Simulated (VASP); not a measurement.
# Sb (R-3m) in VASP: further runs

One crystal, Sb, is run at these levels: PBE+D3(BJ); tasks: single point.

Everything below comes from runs of VASP 6.6.1. Logs are shortened: lines on timing, memory, paths and dates and some standing lists are left out, and cuts for length are marked.

### 1 The structure

Symmetry: R-3m, No. 166, trigonal system. Conventional cell: a = 4.308 Å, b = 4.308 Å, c = 11.274 Å, α = 90.00°, β = 90.00°, γ = 120.00°. Sb (site symmetry 3m) has 3 Sb at 2.91 Å as nearest neighbours.

### 2 Single point, PBE+D3(BJ)

INCAR reads:

```
ALGO = Fast
EDIFF = 1E-7
ENCUT = 520
GGA = PE
ISIF = 2
ISMEAR = 0
IVDW = 12
LASPH = T
LCHARG = F
LREAL = F
LWAVE = F
NELM = 60
PREC = Accurate
SIGMA = 0.02
```

KPOINTS reads:

```
k-points
0
Gamma
  6 6 6
```

POSCAR reads:

```
Sb
1.0
    2.1542000000      1.2437279500      3.7580000000
   -2.1542000000      1.2437279500      3.7580000000
    0.0000000000     -2.4874559000      3.7580000000
Sb
2
Direct
    0.2334900000      0.2334900000      0.2334900000
    0.7665100000      0.7665100000      0.7665100000
```

Potentials or basis: VASP PAW PBE potentials, release 64 (Sb).

Started as:

```
> cat potpaw_PBE.64/Sb/POTCAR > POTCAR
> mpirun -np 1 vasp_std > vasp.out
```

OUTCAR:

```text
EDIFF = 1E-7
   ENCUT = 520
   GGA = PE
   ISIF = 2
   ISMEAR = 0
   IVDW = 12
   LASPH = T
   LREAL = F
   NELM = 60
   PREC = Accurate
 IVDW          = 12

 ion  position               nearest neighbor table
   1  0.233  0.233  0.233-   2 2.91   2 2.91   2 2.91   2 3.35   2 3.35   2 3.35
   2  0.767  0.767  0.767-   1 2.91   1 2.91   1 2.91   1 3.35   1 3.35   1 3.35

  LATTYP: Found a trigonal (rhomboedric) cell.
 ALAT       =     4.5066618304
 COS(alpha) =     0.5430253623

  Lattice vectors:

 A1 = (   2.1542000000,   1.2437279500,   3.7580000000)
 A2 = (  -2.1542000000,   1.2437279500,   3.7580000000)
 A3 = (   0.0000000000,  -2.4874559000,   3.7580000000)

Analysis of symmetry for initial positions (statically):
=====================================================================
 Subroutine PRICEL returns:
 Original cell was already a primitive cell.

 Routine SETGRP: Setting up the symmetry group for a
 trigonal (rhombohedral) supercell.

 Subroutine GETGRP returns: Found 12 space group operations
 (whereof 12 operations were pure point group operations)
 out of a pool of 12 trial point group operations.

The static configuration has the point symmetry D_3d.

Analysis of symmetry for dynamics (positions and initial velocities):
=====================================================================
 Subroutine PRICEL returns:
 Original cell was already a primitive cell.

 Routine SETGRP: Setting up the symmetry group for a
 trigonal (rhombohedral) supercell.

 Subroutine GETGRP returns: Found 12 space group operations
 (whereof 12 operations were pure point group operations)
 out of a pool of 12 trial point group operations.

The dynamic configuration has the point symmetry D_3d.

 Subroutine INISYM returns: Found 12 space group operations
 (whereof 12 operations are pure point group operations),
 and found     1 'primitive' translations

----------------------------------------------------------------------------------------

                                     Primitive cell

  volume of cell :      60.4115

  direct lattice vectors                    reciprocal lattice vectors
     2.154200000  1.243727950  3.758000000     0.232104726  0.134005726  0.088699663
    -2.154200000  1.243727950  3.758000000    -0.232104726  0.134005726  0.088699663
     0.000000000 -2.487455900  3.758000000     0.000000000 -0.268011452  0.088699663

  length of vectors
     4.506661830  4.506661830  4.506661830     0.282307932  0.282307932  0.282307932

  position of ions in fractional coordinates (direct lattice)
     0.233490000  0.233490000  0.233490000
     0.766510000  0.766510000  0.766510000

  ion indices of the primitive-cell ions
   primitive index   ion index
                 1           1
                 2           2

----------------------------------------------------------------------------------------

 KPOINTS: k-points

Automatic generation of k-mesh.
 Grid dimensions read from file:
 generate k-points for:    6    6    6

 Generating k-lattice:

  Cartesian coordinates                     Fractional coordinates (reciprocal lattice)
     0.038684121  0.022334288  0.014783277     0.166666667 -0.000000000  0.000000000
    -0.038684121  0.022334288  0.014783277    -0.000000000  0.166666667  0.000000000
     0.000000000 -0.044668575  0.014783277     0.000000000  0.000000000  0.166666667

  Length of vectors
     0.047051322  0.047051322  0.047051322

  Shift w.r.t. Gamma in fractional coordinates (k-lattice)
     0.000000000  0.000000000  0.000000000

 Subroutine IBZKPT returns following result:
 ===========================================

 Found     32 irreducible k-points:

 Following reciprocal coordinates:
            Coordinates               Weight
  0.000000  0.000000  0.000000      1.000000
  0.166667  0.000000  0.000000      6.000000
  0.333333  0.000000 -0.000000      6.000000
  0.500000  0.000000  0.000000      3.000000
  0.166667  0.166667  0.000000      6.000000
  0.333333  0.166667  0.000000     12.000000
[... 16 lines left out ...]
  0.500000  0.500000  0.166667      6.000000
 -0.333333  0.500000  0.166667     12.000000
 [... further k-points ...]
   k-points           NKPTS =     32   k-points in BZ     NKDIM =     32   number of bands    NBANDS=      9
   number of dos      NEDOS =    301   number of ions     NIONS =      2
   total plane-waves  NPLWV =  46656
   dimension x,y,z NGX =    36 NGY =   36 NGZ =   36
   dimension x,y,z NGXF=    72 NGYF=   72 NGZF=   72
   ions per type =               2
   NGX,Y,Z   is equivalent  to a cutoff of  13.28, 13.28, 13.28 a.u.
   NGXF,Y,Z  is equivalent  to a cutoff of  26.56, 26.56, 26.56 a.u.
 SYSTEM =  unknown system
   PREC   = accura    normal or accurate (medium, high low for compatibility)
   ISTART =      0    job   : 0-new  1-cont  2-samecut
   ICHARG =      2    charge: 1-file 2-atom 10-const
   ISPIN  =      1    spin polarized calculation?
   LNONCOLLINEAR =      F non collinear calculations
   LSORBIT =      F    spin-orbit coupling
   LASPH  =      T    aspherical Exc in radial PAW
   ENCUT  =  520.0 eV  38.22 Ry    6.18 a.u.   8.38  8.38  8.38*2*pi/ulx,y,z
   NELM   =     60;   NELMIN=  2; NELMDL= -5     # of ELM steps
   EDIFF  = 0.1E-06   stopping-criterion for ELM
   LREAL  =      F    real-space projection
   EDIFFG = 0.1E-05   stopping-criterion for IOM
   NSW    =      0    number of steps for IOM
   IBRION =     -1    ionic relax: 0-MD 1-quasi-New 2-CG
   NFREE  =      0    steps in history (QN), initial steepest desc. (CG)
   ISIF   =      2    stress and relaxation
   ISYM   =      2    0-nonsym 1-usesym 2-fastsym
   POTIM  = 0.5000    time-step for ionic-motion
   TEBEG  =    0.0;   TEEND  =   0.0 temperature during run
   PSTRESS=    0.0 pullay stress
   NELECT =      10.0000    total number of electrons
   NUPDOWN=      -1.0000    fix difference up-down
   EMIN   =  10.00;   EMAX   =-10.00  energy-range for DOS
   EFERMI =   0.00;   METHOD = LEGACY
   ISMEAR =     0;   SIGMA  =   0.02  broadening in eV -4-tet -1-fermi 0-gaus
   EFERMI_NEDOS =   21; number of points for ismear=-14 and -15
   IALGO  =     68    algorithm
   IMIX   =      4    mixing-type and parameters
     AMIX     =   0.40;   BMIX     =  1.00
     AMIX_MAG =   1.60;   BMIX_MAG =  1.00
  volume/ion in A,a.u.               =      30.21       203.84
  Fermi-wavevector in a.u.,A,eV,Ry     =   0.898880  1.698637 10.993305  0.807985
  Thomas-Fermi vector in A             =   2.021644
   LORBIT       =      0    0 simple, 1 ext, 2 COOP (PROOUT), +10 PAW based schemes
   GGA     = PE    functional components
   LHFCALC =     F    Hartree Fock is set to
   AEXX    =    0.0000 exact exchange contribution
   IVDW    =    12    specifies the selected vdW correction
   LEPSILON=     F    determine dielectric tensor
   LRPA    =     F    only Hartree local field effects (RPA)
 non-spin polarized calculation
 RMM-DIIS sequential band-by-band and
 Gauss-broadening in eV      SIGMA  =   0.02
  energy-cutoff  :      520.00
  volume of cell :       60.41
 maximum number of plane-waves:      1639
 NGX is ok and might be reduce to    36
   NGX = 17   NGY = 17   NGZ = 17

 number of electron      10.0000000 magnetization

 Free energy of the ion-electron system (eV)
  ---------------------------------------------------
  ext. energy  EPLUGINS =         0.00000000
  ---------------------------------------------------
  free energy    TOTEN  =        -8.26765660 eV

  energy without entropy =       -8.26734316  energy(sigma->0) =       -8.26749988

 E-fermi :   7.3507     XC(G=0):  -9.5311

 val. band max:        7.0816958552   @ k =   0.5000   0.0000   0.0000
 cond. band min:       7.3507149384   @ k =   0.3333   0.1667   0.1667
 fundamental gap:      0.2690190832
 Fermi energy:         7.3507149316

 k-point     1 :       0.0000    0.0000    0.0000
  band No.  band energies     occupation
      1      -5.4363      2.00000
      2       2.4904      2.00000
      3       5.2192      2.00000
      4       5.4866      2.00000
      5       5.4866      2.00000
      6       9.3551      0.00000
      7       9.9833      0.00000
      8       9.9833      0.00000
      9      12.3677      0.00000

 k-point     2 :       0.1667    0.0000    0.0000
  band No.  band energies     occupation
      1      -5.1302      2.00000
      2       1.3077      2.00000
      3       5.2610      2.00000
      4       5.4210      2.00000
      5       5.9198      2.00000
      6       9.0732      0.00000
      7       9.2804      0.00000
      8       9.3207      0.00000
      9      11.8182      0.00000

 k-point     3 :       0.3333    0.0000   -0.0000
  band No.  band energies     occupation
      1      -4.2308      2.00000
      2      -0.7445      2.00000
      3       5.3362      2.00000
      4       5.3471      2.00000
      5       6.4597      2.00000
      6       7.9749      0.00000
      7       8.0627      0.00000
      8       8.2468      0.00000
      9      12.9317      0.00000

 k-point     4 :       0.5000    0.0000    0.0000
  band No.  band energies     occupation
      1      -3.0768      2.00000
      2      -2.3472      2.00000
      3       5.3416      2.00000
      4       5.4598      2.00000
      5       6.9980      2.00000
      6       7.0817      2.00000
      7       7.4775      0.00000
      8       7.7876      0.00000
      9      14.8521      0.00000
[... 205 lines left out ...]
 k-point    22 :      -0.1667    0.3333    0.1667
  band No.  band energies     occupation
      1      -3.5106      2.00000
      2      -1.0600      2.00000
      3       3.0467      2.00000
      4       3.8699      2.00000
      5       5.5646      2.00000
      6       8.5139      0.00000
      7      10.5010      0.00000
      8      10.6343      0.00000
      9      12.3353      0.00000

 k-point    23 :       0.5000    0.5000    0.1667
  band No.  band energies     occupation
      1      -3.3682      2.00000
      2      -0.8328      2.00000
      3       2.1522      2.00000
      4       3.9585      2.00000
      5       4.3472      2.00000
      6       9.4917      0.00000
      7      11.0631      0.00000
      8      12.0461      0.00000
      9      13.0032      0.00000

 k-point    24 :      -0.3333    0.5000    0.1667
  band No.  band energies     occupation
      1      -2.7779      2.00000
      2      -1.4050      2.00000
      3       1.9744      2.00000
      4       2.8653      2.00000
      5       5.4462      2.00000
      6       9.2224      0.00000
      7      10.5674      0.00000
      8      12.9454      0.00000
      9      13.2296      0.00000

 [... further k-points ...]

------------------------ aborting loop because EDIFF is reached ----------------------------------------

 Edisp (eV)   -0.94507

 E8    (eV) :    -0.4410

  FORCE on cell =-STRESS in cart. coord.  units (eV):
  Direction    XX          YY          ZZ          XY          YZ          ZX
  --------------------------------------------------------------------------------------
  -------------------------------------------------------------------------------------
  Total       0.14666     0.14666     0.00059     0.00000     0.00000     0.00000
  in kB       3.88952     3.88952     0.01559     0.00000     0.00000     0.00000
  external pressure =        2.60 kB  Pullay stress =        0.00 kB

 VOLUME and BASIS-vectors are now :
 -----------------------------------------------------------------------------
  energy-cutoff  :      520.00
  volume of cell :       60.41
      direct lattice vectors                 reciprocal lattice vectors
     2.154200000  1.243727950  3.758000000     0.232104726  0.134005726  0.088699663
    -2.154200000  1.243727950  3.758000000    -0.232104726  0.134005726  0.088699663
     0.000000000 -2.487455900  3.758000000     0.000000000 -0.268011452  0.088699663

 POSITION                                       TOTAL-FORCE (eV/Angst)
 -----------------------------------------------------------------------------------
      0.00000      0.00000      2.63237         0.000000      0.000000      0.104185
      0.00000      0.00000      8.64163         0.000000      0.000000     -0.104185
 -----------------------------------------------------------------------------------
    total drift:                                0.000000     -0.000000     -0.000000

  FREE ENERGIE OF THE ION-ELECTRON SYSTEM (eV)
  ---------------------------------------------------
  free  energy   TOTEN  =        -9.2127304593 eV

  energy  without entropy=       -9.2124170199  energy(sigma->0) =       -9.21257374
```

Run time: 13 s. Hardware: 1 thread of AMD EPYC 9R45 (Zen 5), shared host; peak memory 0.18 GiB.

Results:

- Free energy: -9.2127 eV
- Pressure: 0.3 GPa
- Largest force: 0.104 eV/Å
- Band gap on the k mesh: none (metal or under the smearing width)
- Dispersion energy per atom: -0.473 eV

Forces on the atoms (eV/Å):
```
Sb   0.000  0.000  0.104
Sb   0.000  0.000 -0.104
```

Stress tensor (GPa, compression positive):
```
0.39 0.00 0.00
0.00 0.39 0.00
0.00 0.00 0.00
```

Levels at points of the mesh, in eV from the Fermi level:
```tsv
k point	band 2	band 3	band 4	band 5	band 6	band 7	band 8	band 9
(0.00, 0.00, 0.00)	-4.86	-2.13	-1.86	-1.86	2.00	2.63	2.63	5.02
(0.50, 0.00, 0.00)	-9.70	-2.01	-1.89	-0.35	-0.27	0.13	0.44	7.50
(0.50, 0.50, 0.00)	-8.06	-5.50	-3.82	-3.73	1.46	4.88	5.46	6.88
(0.50, 0.50, 0.50)	-9.04	-1.38	-1.38	-0.54	0.07	0.07	1.06	6.93
```

Caveat: pairwise dispersion overbinds metals, which lowers pressure and volume. Spin-orbit coupling is left out, which matters for the levels of Sb.

### 3 Single point, PBE+D3(BJ)

Changes to INCAR since step 2:

```diff
@@ -2,3 +2,3 @@
 EDIFF = 1E-7
-ENCUT = 520
+ENCUT = 600
 GGA = PE
```

KPOINTS is that of step 2.

POSCAR is that of step 2.

Potentials or basis: VASP PAW PBE potentials, release 64 (Sb).

Started as:

```
> cat potpaw_PBE.64/Sb/POTCAR > POTCAR
> mpirun -np 1 vasp_std > vasp.out
```

Run time: 13 s. Hardware: 1 thread of AMD EPYC 9R45 (Zen 5), shared host; peak memory 0.18 GiB.

It converged, with:

```
Free energy                : -9.2128 eV
Pressure                   : 0.3 GPa
Largest force              : 0.104 eV/Å
Band gap on the k mesh     : none (metal or under the smearing width)
Dispersion energy per atom : -0.473 eV
```

Forces on the atoms (eV/Å):
```
Sb   0.000  0.000  0.104
Sb   0.000  0.000 -0.104
```

Stress tensor (GPa, compression positive):
```
0.39 0.00 0.00
0.00 0.39 0.00
0.00 0.00 0.00
```

Levels at points of the mesh, in eV from the Fermi level:
```
           k point  band 1  band 2  band 3  band 4  band 5  band 6  band 7  band 8  band 9
(0.00, 0.00, 0.00)  -12.79   -4.86   -2.13   -1.86   -1.86    2.00    2.63    2.63    5.02
(0.50, 0.00, 0.00)  -10.43   -9.70   -2.01   -1.89   -0.35   -0.27    0.13    0.44    7.50
(0.50, 0.50, 0.00)  -10.42   -8.06   -5.50   -3.82   -3.73    1.46    4.88    5.46    6.88
(0.50, 0.50, 0.50)  -11.25   -9.04   -1.38   -1.38   -0.54    0.07    0.07    1.06    6.93
```

Caveat: pairwise dispersion overbinds metals, which lowers pressure and volume. The run has no spin-orbit coupling, so splittings on Sb are missing.

### 4 Single point, PBE+D3(BJ)

Changes to INCAR since step 3:

```diff
@@ -2,3 +2,3 @@
 EDIFF = 1E-7
-ENCUT = 600
+ENCUT = 700
 GGA = PE
```

KPOINTS is that of step 3.

POSCAR is that of step 3.

Potentials or basis: VASP PAW PBE potentials, release 64 (Sb).

Started as:

```
> cat potpaw_PBE.64/Sb/POTCAR > POTCAR
> mpirun -np 1 vasp_std > vasp.out
```

OUTCAR:

```text
EDIFF = 1E-7
   ENCUT = 700
   GGA = PE
   ISIF = 2
   ISMEAR = 0
   IVDW = 12
   LASPH = T
   LREAL = F
   NELM = 60
   PREC = Accurate
 IVDW          = 12

 ion  position               nearest neighbor table
   1  0.233  0.233  0.233-   2 2.91   2 2.91   2 2.91   2 3.35   2 3.35   2 3.35
   2  0.767  0.767  0.767-   1 2.91   1 2.91   1 2.91   1 3.35   1 3.35   1 3.35

  LATTYP: Found a trigonal (rhomboedric) cell.
 ALAT       =     4.5066618304
 COS(alpha) =     0.5430253623

[... 479 lines left out ...]
------------------------ aborting loop because EDIFF is reached ----------------------------------------

 Edisp (eV)   -0.94507

 E8    (eV) :    -0.4410

  FORCE on cell =-STRESS in cart. coord.  units (eV):
  Direction    XX          YY          ZZ          XY          YZ          ZX
  --------------------------------------------------------------------------------------
  -------------------------------------------------------------------------------------
  Total       0.14701     0.14701     0.00103     0.00000     0.00000     0.00000
  in kB       3.89898     3.89898     0.02730     0.00000     0.00000     0.00000
  external pressure =        2.61 kB  Pullay stress =        0.00 kB

 VOLUME and BASIS-vectors are now :
 -----------------------------------------------------------------------------
  energy-cutoff  :      700.00
  volume of cell :       60.41
      direct lattice vectors                 reciprocal lattice vectors
     2.154200000  1.243727950  3.758000000     0.232104726  0.134005726  0.088699663
    -2.154200000  1.243727950  3.758000000    -0.232104726  0.134005726  0.088699663
     0.000000000 -2.487455900  3.758000000     0.000000000 -0.268011452  0.088699663

 POSITION                                       TOTAL-FORCE (eV/Angst)
 -----------------------------------------------------------------------------------
      0.00000      0.00000      2.63237         0.000000      0.000000      0.103941
      0.00000      0.00000      8.64163         0.000000      0.000000     -0.103941
 -----------------------------------------------------------------------------------
    total drift:                                0.000000     -0.000000      0.000000

  FREE ENERGIE OF THE ION-ELECTRON SYSTEM (eV)
  ---------------------------------------------------
  free  energy   TOTEN  =        -9.2128558007 eV

  energy  without entropy=       -9.2125423613  energy(sigma->0) =       -9.21269908
```

OSZICAR:

```text
N       E                     dE             d eps       ncg     rms          rms(c)
DAV:   1     0.464644524812E+02    0.46464E+02   -0.43167E+03   576   0.110E+03
DAV:   2    -0.623384575905E+01   -0.52698E+02   -0.51739E+02   800   0.137E+02
DAV:   3    -0.825033065608E+01   -0.20165E+01   -0.20012E+01   687   0.324E+01
DAV:   4    -0.826951544448E+01   -0.19185E-01   -0.19181E-01   736   0.352E+00
DAV:   5    -0.826965661241E+01   -0.14117E-03   -0.14117E-03   669   0.324E-01    0.301E+00
RMM:   6    -0.826827906865E+01    0.13775E-02   -0.19271E-03   582   0.428E-01    0.182E+00
RMM:   7    -0.826757336261E+01    0.70571E-03   -0.61009E-03   597   0.743E-01    0.759E-02
RMM:   8    -0.826775168576E+01   -0.17832E-03   -0.55424E-04   619   0.247E-01    0.186E-02
RMM:   9    -0.826777854262E+01   -0.26857E-04   -0.11225E-04   648   0.109E-01    0.656E-03
RMM:  10    -0.826778100560E+01   -0.24630E-05   -0.26498E-05   662   0.526E-02    0.375E-03
RMM:  11    -0.826778169685E+01   -0.69125E-06   -0.44854E-06   662   0.215E-02    0.740E-04
RMM:  12    -0.826778197769E+01   -0.28083E-06   -0.13684E-06   601   0.112E-02    0.530E-04
RMM:  13    -0.826778194565E+01    0.32033E-07   -0.23950E-07   417   0.469E-03
   1 F= -.92128558E+01 E0= -.92126991E+01  d E =-.313439E-03
```

Wall time 17 s (1 thread of AMD EPYC 9R45 (Zen 5), shared host); peak memory 0.21 GiB.

Results:

- Free energy: -9.2129 eV
- Pressure: 0.3 GPa
- Largest force: 0.104 eV/Å
- Band gap on the k mesh: none (metal or under the smearing width)
- Dispersion energy per atom: -0.473 eV

Forces on the atoms (eV/Å):
```
Sb   0.000  0.000  0.104
Sb   0.000  0.000 -0.104
```

Caveat: pairwise dispersion overbinds metals, which lowers pressure and volume.

### 5 Summary

| cutoff (eV) | gap on the mesh (eV) | pressure (GPa) | largest force (eV/Å) |
| --- | --- | --- | --- |
| 520 | none | 0.3 | 0.10 |
| 600 | none | 0.3 | 0.10 |
| 700 | none | 0.3 | 0.10 |

Alike in all rows: task single point; level PBE+D3(BJ); potentials or basis VASP PAW PBE potentials, release 64 (Sb); no spin polarisation; cell as given; k mesh 6 × 6 × 6; smearing gaussian 0.02 eV.

Every run on the cell as given and a fine mesh finds a metal.

Caveats: pairwise dispersion overbinds metals, which lowers pressure and volume.

Absolute energies hang on the potentials; compare differences alone.
